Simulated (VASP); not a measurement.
Input of a VASP 6.6.1 run:

The input INCAR:

```
AGGAC = 1.0
AGGAX = 1.0
ALDAC = 0.0
ALDAX = 1.0
ALGO = Normal
EDIFF = 1E-7
EDIFFG = -0.02
ENCUT = 600
GGA = B5
IBRION = 2
ISIF = 3
ISMEAR = -1
LASPH = T
LCHARG = F
LREAL = F
LWAVE = F
NELM = 100
NSW = 40
PREC = Accurate
SIGMA = 0.05
```

KPOINTS

```
k-points
0
Gamma
  7 7 5
```

Contents of POSCAR:

```
AlN
1.0
    3.1130000000      0.0000000000      0.0000000000
   -1.5565000000      2.6959370820      0.0000000000
    0.0000000000      0.0000000000      4.9810000000
Al N
2 2
Direct
    0.6666666667      0.3333333333      0.5000000000
    0.3333333333      0.6666666667      0.0000000000
    0.6666666667      0.3333333333      0.8800000000
    0.3333333333      0.6666666667      0.3800000000
```

Potentials or basis: VASP PAW PBE potentials, release 64 (Al, N).

Launch:

```sh
$ cat potpaw_PBE.64/Al/POTCAR potpaw_PBE.64/N/POTCAR > POTCAR
$ mpirun -np 1 vasp_std > vasp.out
```

(1) Predict the band gap on the k mesh.

(2) Predict the relaxed cell.

## Answers

(1) 4.18 eV, direct.

(2) a = 3.146 Å, b = 3.146 Å, c = 5.051 Å, α = 90.00°, β = 90.00°, γ = 120.00°.
